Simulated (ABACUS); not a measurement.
Ge:

```xyz
2
Lattice="-2.5745 2.5745 1.3974 2.5745 -2.5745 1.3974 2.5745 2.5745 -1.3974" Properties=species:S:1:pos:R:3 pbc="T T T"
Ge    0.0000    0.0000    1.3974
Ge    2.5745    0.0000    0.6987
```

This isn't the form of Ge at room conditions, which is diamond.

* Program: ABACUS 3.10.1
* Task: relaxation of cell and atoms
* Functional: PW91
* Potentials or basis: Ansatz NC PBE
* Cutoff: 1075 eV
* Density cutoff: 4299 eV
* Basis: plane waves
* k mesh: 9 × 9 × 9
* Occupations: fermi-dirac, width 0.05 eV
* Spin: no spin polarisation

At the start: pressure 3.3 GPa; volume 18.52 Å³/atom.

Q: Where does the relaxation end?

A: Over 6 steps the energy falls by 8.4 meV/atom and the volume is 19.35 Å³/atom (+4.4 %); space group I4_1/amd (No. 141, to 0.05 Å).

Step by step:
```csv
step,energy change (eV),largest force (eV/Å),pressure (GPa),volume (Å³)
1,0.0000,0.0000,3.30,37.05
2,-0.0151,0.0000,-0.95,39.21
3,-0.0165,0.0000,0.03,38.69
4,-0.0168,0.0000,0.00,38.69
5,-0.0168,0.0000,0.00,38.69
6,-0.0168,0.0000,0.00,38.69
```

Final structure:
```
Ge
1.0
    -2.60550    2.60550    1.42499
     2.60550   -2.60550    1.42499
     2.60550    2.60550   -1.42499
Ge
2
Direct
  0.50000 0.50000 0.00000
  0.25000 0.75000 0.50000
```

Caveat: the potentials were made for another functional, which shifts forces and pressure.
